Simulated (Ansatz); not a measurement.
# BN under changes of volume

One of the cells (8.967 Å³/atom); the others are scaled copies at fixed shape and fractional positions:

```
N B
1.0
     2.49824    0.00000    0.00000
    -1.24912    2.16354    0.00000
     0.00000    0.00000    6.63570
N B
2 2
Cartesian
  1.2491 0.7212 1.6589
  0.0000 1.4424 4.9768
  1.2491 0.7212 4.9768
  0.0000 1.4424 1.6589
```

| Property | Result |
| --- | --- |
| Program | Ansatz 0.2.0 |
| Functional | BLYP |
| Dispersion | D4 |
| Potentials or basis | Ansatz PAW |
| Cutoff | 420 eV (not typed: the program's choice for these potentials) |
| k mesh | 12 × 12 × 4 |
| Occupations | fermi-dirac, width 0.05 eV |
| Spin | no spin polarisation |

| volume (Å³/atom) | energy over the lowest point (meV/atom) | pressure (GPa) | gap on the mesh (eV) |
| --- | --- | --- | --- |
| 8.429 | 34.18 | 19.0 | 4.44 |
| 8.608 | 16.41 | 12.9 | 4.41 |
| 8.787 | ? | ? | ? |
| 8.967 | 0.00 | 2.1 | 4.36 |
| 9.146 | 0.31 | -2.6 | 4.34 |
| 9.325 | 5.72 | -6.9 | 4.31 |
| 9.505 | 15.74 | -10.9 | 4.28 |

Task: What does the run at 8.787 Å³/atom give?

Result: Energy over the lowest point 5.18 meV/atom; pressure 7.2 GPa; gap on the mesh 4.39 eV.

Worked out: A Birch-Murnaghan fit of order 3 (a polynomial in V^(-2/3)) to the other rows has its minimum at 9.04 Å³/atom with B0 = V·E''(V) = 239 GPa and B' = 3.5 at fixed shape and positions, which overstates the stiffness. It gives 5.20 meV/atom at 8.787 Å³/atom, against the run's 5.18, and -dE/dV = 7.3 GPa, against 7.2. A straight line through the other rows of the gap, of slope -1.29 eV per unit of ln V, gives 4.39 eV, against the run's 4.39.

Energies are extrapolated to zero smearing.

Caveats: the PAW data sets come from PBE, with cores solved anew for the run's functional, which leaves a small shift of forces and pressure.

A mesh can miss the band edges.
